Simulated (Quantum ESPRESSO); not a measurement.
## Moving the choice of potentials or basis in Pb

The cell as given:

Symmetry: Im-3m, No. 229, cubic system. The conventional cell has a = 3.959 Å, b = 3.959 Å, c = 3.959 Å, α = 90.00°, β = 90.00°, γ = 90.00°. Around Pb (site symmetry m-3m) lie 8 Pb at 3.43 Å.

This isn't the form of Pb at room conditions, which is fcc.

Kept alike: task relaxation of cell and atoms; functional PBEsol; k mesh 9 × 9 × 9; occupations fermi-dirac, width 0.05 eV; no spin polarisation. Program: Quantum ESPRESSO. Cutoffs run from 612 to 1225 eV. The mesh is that of the run's cell of 1 atom. No spin-orbit coupling.

| choice of potentials or basis | volume (Å³/atom) |
| --- | --- |
| GBRV 1.5 PBEsol | 29.520 |
| PseudoDojo 0.4 SR PBEsol stringent | 29.651 |
| PseudoDojo 0.4.1 SR PBEsol standard | 29.671 |

The relaxations keep at least the cell's symmetry (Im-3m). For a metal such a mesh leaves the last digits unconverged. Relaxations stop with a little pressure left, so the last digits of a volume or edge aren't settled.

Q: What does the choice of potentials or basis change here?

A: The volume runs from 29.520 (GBRV 1.5 PBEsol) to 29.671 Å³/atom (PseudoDojo 0.4.1 SR PBEsol standard).
